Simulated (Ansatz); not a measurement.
**Eigenvalues along a path: SiC (rocksalt type)**

```xyz
2
Lattice="0.0000 1.6526 1.6526 1.6526 0.0000 1.6526 1.6526 1.6526 0.0000" Properties=species:S:1:pos:R:3 pbc="T T T"
Si    0.0000    0.0000    0.0000
C     1.6526    1.6526    1.6526
```

The cell comes from a relaxation on PAW files under the same functional, begun from a prototype that needn't be the stable phase.

All numbers are PBEsol results (scalar-relativistic) from Ansatz 0.2.0, with a Γ-centred 17×17×17 k mesh, Fermi–Dirac smearing of 0.08 eV, no spin polarisation. Methods: LAPW: all electrons, basis error target 1 meV/atom.

This run: volume at 0.55 of the series' base cell.

Path points, in fractions of the reciprocal vectors: Γ (0.000, 0.000, 0.000), X (0.500, 0.000, 0.500), U (0.625, 0.250, 0.625), K (0.375, 0.375, 0.750), L (0.500, 0.500, 0.500), W (0.500, 0.250, 0.750). The distance column jumps between branches of the path. Levels in eV from the Fermi level; bands 6 to 11, counted from the lowest band of the run. The gap is zero, the pressure 516.9 GPa.

```
# k(1/Å) point b6 b7 b8 b9 b10 b11
0.000 Γ -26.58 0.36 0.36 0.36 9.19 9.19
0.238 - -26.40 -0.27 -0.27 0.00 8.14 10.15
0.475 - -25.84 -1.63 -1.63 -1.06 6.12 12.48
0.713 - -24.92 -3.09 -3.09 -2.74 4.09 10.49
0.951 - -23.65 -4.93 -4.39 -4.39 2.33 8.43
1.188 - -22.05 -7.45 -5.44 -5.44 0.92 6.88
1.426 - -20.15 -10.12 -6.20 -6.20 -0.09 5.82
1.663 - -18.00 -12.79 -6.66 -6.66 -0.71 5.21
1.901 X -16.16 -14.81 -6.81 -6.81 -0.91 5.00
1.985 - -16.14 -14.79 -7.04 -6.80 -0.70 5.08
2.069 - -16.07 -14.75 -7.63 -6.75 -0.16 5.33
2.153 - -15.96 -14.69 -8.44 -6.67 0.54 5.77
2.237 - -15.80 -14.61 -9.33 -6.56 1.25 6.41
2.321 - -15.60 -14.54 -10.23 -6.43 1.92 7.26
2.405 - -15.36 -14.50 -11.07 -6.26 2.52 8.30
2.489 - -15.07 -14.58 -11.75 -6.06 3.06 9.49
2.573 U -14.88 -14.73 -12.16 -5.84 3.57 10.80
3.737 K -14.88 -14.73 -12.16 -5.84 3.57 10.80
3.989 - -16.96 -13.47 -11.84 -5.00 5.10 15.03
4.241 - -19.34 -11.81 -10.62 -3.97 6.75 13.93
4.493 - -21.48 -9.80 -9.00 -2.82 8.55 12.46
4.745 - -23.28 -7.46 -7.08 -1.69 10.39 10.73
4.998 - -24.71 -4.93 -4.91 -0.74 9.48 11.30
5.250 - -25.75 -2.67 -2.39 -0.09 8.83 10.13
5.502 - -26.37 -0.61 -0.40 0.26 8.88 9.42
5.754 Γ -26.58 0.36 0.36 0.36 9.19 9.19
5.959 - -26.44 -0.48 0.15 0.15 9.11 9.54
6.165 - -26.02 -2.56 -0.38 -0.38 9.07 10.38
6.371 - -25.33 -5.20 -1.03 -1.03 9.16 11.07
6.577 - -24.37 -7.98 -1.68 -1.68 9.39 10.91
6.783 - -23.15 -10.70 -2.24 -2.24 9.70 10.32
6.988 - -21.67 -13.28 -2.66 -2.66 9.76 9.76
7.194 - -19.98 -15.64 -2.92 -2.92 9.40 9.40
7.400 L -18.53 -17.33 -3.01 -3.01 9.28 9.28
7.568 - -18.45 -17.23 -3.46 -3.15 8.95 9.52
7.736 - -18.22 -16.96 -4.60 -3.60 8.32 9.86
7.904 - -17.83 -16.52 -6.11 -4.35 7.85 10.15
8.072 - -17.30 -15.92 -7.73 -5.37 7.75 10.47
8.240 - -16.60 -15.19 -9.34 -6.55 8.06 10.84
8.408 - -15.76 -14.38 -10.87 -7.74 8.72 11.23
8.576 - -14.78 -13.65 -12.27 -8.74 9.64 11.55
8.744 W -13.89 -13.31 -13.31 -9.17 10.39 11.69
8.863 - -13.97 -13.93 -12.56 -9.08 9.54 10.02
8.982 - -14.55 -14.06 -11.73 -8.82 7.48 9.17
9.101 - -15.04 -14.23 -10.82 -8.45 5.53 8.17
9.219 - -15.44 -14.41 -9.86 -8.00 3.70 7.19
9.338 - -15.76 -14.57 -8.87 -7.56 2.03 6.31
9.457 - -15.98 -14.70 -7.91 -7.17 0.58 5.61
9.576 - -16.11 -14.78 -7.13 -6.91 -0.49 5.16
9.695 X -16.16 -14.81 -6.81 -6.81 -0.91 5.00
```
